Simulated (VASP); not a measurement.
# MnO (P6_3mc) in VASP: further runs

One crystal, MnO, is run at these levels: PBE; tasks: single point.

All numbers are computed with VASP 6.6.1; they aren't measurements. Logs are shortened: lines on timing, memory, paths and dates and some standing lists are left out, and cuts for length are marked.

## Step 1: The crystal as given

Symmetry: P6_3mc, No. 186, hexagonal system. Conventional cell: a = 3.433 Å, b = 3.433 Å, c = 5.418 Å, α = 90.00°, β = 90.00°, γ = 120.00°. Mn (site symmetry 3m) has 4 O at 2.08 to 2.09 Å as nearest neighbours. O (site symmetry 3m) is surrounded by 4 Mn at 2.08 to 2.09 Å.

Measurements of this composition are mostly on another form, of space group No. 225.

## Step 2: Single point, PBE, collinear spin, typed start

The input, INCAR:

```
ALGO = Normal
EDIFF = 1E-6
ENCUT = 520
GGA = PE
ISIF = 2
ISMEAR = 0
ISPIN = 2
LASPH = True
LCHARG = True
LELF = True
LMAXMIX = 4
LORBIT = 11
LREAL = False
LVHAR = True
LWAVE = False
MAGMOM = 4.36 4.36 0.25 0.25
NBANDS = 31
NELM = 150
PREC = Accurate
SIGMA = 0.1
```

The input, KPOINTS:

```
k-points
0
Gamma
  12 12 8
```

The input, POSCAR:

```
MnO
1.0
    3.4325888562      0.0000000000      0.0000000000
   -1.7162944281      2.9727091502      0.0000000000
    0.0000000000      0.0000000000      5.4178283400
Mn O
2 2
Direct
    0.6666666667      0.3333333333      0.4993305276
    0.3333333333      0.6666666667      0.9993305276
    0.6666666667      0.3333333333      0.8855694724
    0.3333333333      0.6666666667      0.3855694724
```

Potentials or basis: VASP PAW PBE potentials, release 64 (Mn_pv, O).

Run with:

```bash
cat potpaw_PBE.64/Mn_pv/POTCAR potpaw_PBE.64/O/POTCAR > POTCAR
mpirun -np 1 vasp_std > vasp.out
```

OUTCAR:

```text
EDIFF = 1E-6
   ENCUT = 520
   GGA = PE
   ISIF = 2
   ISMEAR = 0
   ISPIN = 2
   LASPH = True
   LORBIT = 11
   LREAL = False
   NELM = 150
   PREC = Accurate

 ion  position               nearest neighbor table
   1  0.667  0.333  0.499-   4 2.08   4 2.08   4 2.08   3 2.09
   2  0.333  0.667  0.999-   3 2.08   3 2.08   3 2.08   4 2.09
   3  0.667  0.333  0.886-   2 2.08   2 2.08   2 2.08   1 2.09
   4  0.333  0.667  0.386-   1 2.08   1 2.08   1 2.08   2 2.09

  LATTYP: Found a hexagonal cell.
 ALAT       =     3.4325888562
 C/A-ratio  =     1.5783505007

  Lattice vectors:

 A1 = (   3.4325888562,   0.0000000000,   0.0000000000)
 A2 = (  -1.7162944281,   2.9727091502,   0.0000000000)
 A3 = (   0.0000000000,   0.0000000000,   5.4178283400)

Analysis of symmetry for initial positions (statically):
=====================================================================
 Subroutine PRICEL returns:
 Original cell was already a primitive cell.

 Routine SETGRP: Setting up the symmetry group for a
 hexagonal supercell.

 Subroutine GETGRP returns: Found 12 space group operations
 (whereof  6 operations were pure point group operations)
 out of a pool of 24 trial point group operations.

The static configuration has the point symmetry C_3v.
 The point group associated with its full space group is C_6v.

Analysis of symmetry for dynamics (positions and initial velocities):
=====================================================================
 Subroutine PRICEL returns:
 Original cell was already a primitive cell.

 Routine SETGRP: Setting up the symmetry group for a
 hexagonal supercell.

 Subroutine GETGRP returns: Found 12 space group operations
 (whereof  6 operations were pure point group operations)
 out of a pool of 24 trial point group operations.

The dynamic configuration has the point symmetry C_3v.
 The point group associated with its full space group is C_6v.

Analysis of structural, dynamic, and magnetic symmetry:
=====================================================================
 Subroutine PRICEL returns:
 Original cell was already a primitive cell.

 Routine SETGRP: Setting up the symmetry group for a
 hexagonal supercell.

 Subroutine GETGRP returns: Found 12 space group operations
 (whereof  6 operations were pure point group operations)
 out of a pool of 24 trial point group operations.

[... 130 lines left out ...]
   GGA     = PE    functional components
   LHFCALC =     F    Hartree Fock is set to
   AEXX    =    0.0000 exact exchange contribution
   IVDW    =     0    specifies the selected vdW correction
   LEPSILON=     F    determine dielectric tensor
   LRPA    =     F    only Hartree local field effects (RPA)
 spin polarized calculation
 Gauss-broadening in eV      SIGMA  =   0.10
  energy-cutoff  :      520.00
  volume of cell :       55.28
 maximum number of plane-waves:      1514
 NGX is ok and might be reduce to    28
   NGX = 13   NGY = 13   NGZ = 21

 number of electron      38.0000017 magnetization      10.0008972

 number of electron      38.0000017 magnetization       9.9987363

 Free energy of the ion-electron system (eV)
  ---------------------------------------------------
  ext. energy  EPLUGINS =         0.00000000
  ---------------------------------------------------
  free energy    TOTEN  =       -32.88385127 eV

  energy without entropy =      -32.88241397  energy(sigma->0) =      -32.88313262

 E-fermi :   5.3873     XC(G=0): -10.3688

 val. band max:        5.3857587188   @ k =   0.0833   0.0000   0.0000
 cond. band min:       5.4040628918   @ k =   0.0000   0.0000   0.1250
 fundamental gap:      0.0183041730
 Fermi energy:         5.3872838339

 spin component 1

 k-point     1 :       0.0000    0.0000    0.0000
  band No.  band energies     occupation
      1     -45.1685      1.00000
      2     -45.1391      1.00000
      3     -45.1314      1.00000
      4     -45.1314      1.00000
      5     -45.1264      1.00000
      6     -45.1264      1.00000
[... 805 lines left out ...]
     30      15.4664      0.00000
     31      16.5595      0.00000

 [... further k-points ...]

 spin component 2

 k-point     1 :       0.0000    0.0000    0.0000
  band No.  band energies     occupation
      1     -40.4220      1.00000
      2     -40.3825      1.00000
      3     -40.3764      1.00000
      4     -40.3764      1.00000
      5     -40.3698      1.00000
      6     -40.3698      1.00000
[... 805 lines left out ...]
     30      17.0631      0.00000
     31      17.9696      0.00000

 [... further k-points ...]

------------------------ aborting loop because EDIFF is reached ----------------------------------------

  FORCE on cell =-STRESS in cart. coord.  units (eV):
  Direction    XX          YY          ZZ          XY          YZ          ZX
  --------------------------------------------------------------------------------------
  -------------------------------------------------------------------------------------
  Total        0.1498906      0.1498906      0.1101250      0.0000000      0.0000000      0.0000000
  in kB        4.3439560      4.3439560      3.1915156      0.0000000      0.0000000      0.0000000
  external PRESSURE =       3.9598092 kB  Pullay stress =       0.0000000 kB

 VOLUME and BASIS-vectors are now :
 -----------------------------------------------------------------------------
  energy-cutoff  :      520.00
  volume of cell :       55.28
      direct lattice vectors                 reciprocal lattice vectors
     3.432588856  0.000000000  0.000000000     0.291325306  0.168196744  0.000000000
    -1.716294428  2.972709150  0.000000000     0.000000000  0.336393488  0.000000000
     0.000000000  0.000000000  5.417828340     0.000000000  0.000000000  0.184575800

 POSITION                                       TOTAL-FORCE (eV/Angst)
 -----------------------------------------------------------------------------------
      1.71629      0.99090      2.70529         0.000000      0.000000     -0.001633
     -0.00000      1.98181      5.41420        -0.000000     -0.000000     -0.001633
      1.71629      0.99090      4.79786        -0.000000      0.000000      0.001633
     -0.00000      1.98181      2.08895        -0.000000      0.000000      0.001633
 -----------------------------------------------------------------------------------
    total drift:                               -0.000000      0.000001     -0.000023

  FREE ENERGIE OF THE ION-ELECTRON SYSTEM (eV)
  ---------------------------------------------------
  free  energy   TOTEN  =       -32.8838512686 eV

  energy  without entropy=      -32.8824139697  energy(sigma->0) =      -32.88313262

 total charge

# of ion       s       p       d       tot
------------------------------------------
    1        0.230   6.209   4.938  11.376
    2        0.230   6.209   4.938  11.376
    3        1.554   3.440   0.000   4.995
    4        1.554   3.440   0.000   4.995
--------------------------------------------------
tot          3.568  19.298   9.876  32.741

 magnetization (x)

# of ion       s       p       d       tot
------------------------------------------
    1        0.037   0.057   4.340   4.434
    2        0.037   0.057   4.340   4.434
    3        0.019   0.174   0.000   0.193
    4        0.019   0.174   0.000   0.193
--------------------------------------------------
tot          0.113   0.461   8.680   9.255
```

Run time: 2.6 min. Hardware: 1 thread of Intel Xeon 6975P-C (Granite Rapids), shared host; peak memory 0.35 GiB.

Results:

```yaml
Free_energy: -32.8839 eV
Pressure: 0.4 GPa
Band_gap_on_the_k_mesh: none (metal or under the smearing width)
Net_moment: 10.00 μB per cell
Site_moments: Mn +4.43; O +0.19 μB
Valence_electrons_inside_the_program's_atomic_spheres: Mn 11.38; O 5.00
```

Caveat: semilocal functionals often make such compounds metallic where correlation or magnetic order opens a gap, which also shifts bond lengths.

## Step 3: Single point, PBE, collinear spin, typed start

This run uses another cell than the first one, of 13.60 Å³/atom, 0.984 times its volume.

The input, INCAR:

```
PREC = Accurate
ENCUT = 520
EDIFF = 1E-7
ISMEAR = 0
SIGMA = 0.1
LREAL = False
LASPH = True
NELM = 150
ALGO = Fast
ISIF = 2
LWAVE = False
LCHARG = False
ISPIN = 2
MAGMOM = 4 4 0 0
LORBIT = 11
LMAXMIX = 4
GGA = PE
NBANDS = 31
```

The input, KPOINTS:

```
Automatic mesh
0
Gamma
  6 6 4
```

The input, POSCAR:

```
MnO
1.0
    3.4141946510      0.0000000000      0.0000000000
   -1.7070973255      2.9567793012      0.0000000000
    0.0000000000      0.0000000000      5.3905562684
Mn O
2 2
Direct
    0.6666666667      0.3333333333      0.4993665763
    0.3333333333      0.6666666667      0.9993665763
    0.6666666667      0.3333333333      0.8855334237
    0.3333333333      0.6666666667      0.3855334237
```

Potentials or basis: VASP PAW PBE potentials, release 64 (Mn_pv, O).

Run with:

```bash
cat potpaw_PBE.64/Mn_pv/POTCAR potpaw_PBE.64/O/POTCAR > POTCAR
mpirun -np 1 vasp_std > vasp.out
```

It took 49 s on 1 thread of Intel Xeon 6975P-C (Granite Rapids), shared host; peak memory 0.22 GiB.

The run converged. Its results:

```yaml
Free_energy: -32.8744 eV
Pressure: 2.3 GPa
Largest_force: 0.007 eV/Å
Band_gap_on_the_k_mesh: none (metal or under the smearing width)
Net_moment: 9.99 μB per cell
Site_moments: Mn +4.43; O +0.20 μB
Valence_electrons_inside_the_program's_atomic_spheres: Mn 11.39; O 5.00
```

Forces in eV/Å, atoms in the order of the input:
```
Mn   0.000  0.000 -0.007
Mn   0.000  0.000 -0.007
O    0.000  0.000  0.007
O    0.000  0.000  0.007
```

Stress tensor (GPa, compression positive):
```
2.36 0.00 0.00
0.00 2.36 0.00
0.00 0.00 2.13
```

Levels at points of the mesh, in eV from the Fermi level:
Spin up:
```
           k point  band 22  band 23  band 24  band 25  band 26  band 27
(0.00, 0.00, 0.00)    -0.69    -0.33     0.08     0.08     3.69     5.46
(0.50, 0.00, 0.00)    -1.90    -0.91    -0.90     3.98     4.35     5.91
(0.00, 0.00, 0.50)    -0.33    -0.33    -0.33     1.18     1.18     8.33
(0.50, 0.00, 0.50)    -1.33    -1.21    -1.21     3.88     3.88     6.17
```
Spin down:
```tsv
k point	band 11	band 12	band 13	band 14	band 15	band 16	band 17	band 18
(0.00, 0.00, 0.00)	-4.84	-4.76	-4.76	-4.57	-0.03	1.09	1.09	1.58
(0.50, 0.00, 0.00)	-5.06	-4.61	-4.59	-4.52	0.34	0.89	1.16	1.47
(0.00, 0.00, 0.50)	-4.82	-4.82	-4.82	-4.82	1.54	1.54	1.54	1.54
(0.50, 0.00, 0.50)	-4.63	-4.63	-4.61	-4.61	1.00	1.00	1.64	1.64
```

Caveat: semilocal functionals often make such compounds metallic where correlation or magnetic order opens a gap, which also shifts bond lengths. With open d or f shells a metallic result of PBE can be an artefact of self-interaction; +U or a hybrid may open a gap.
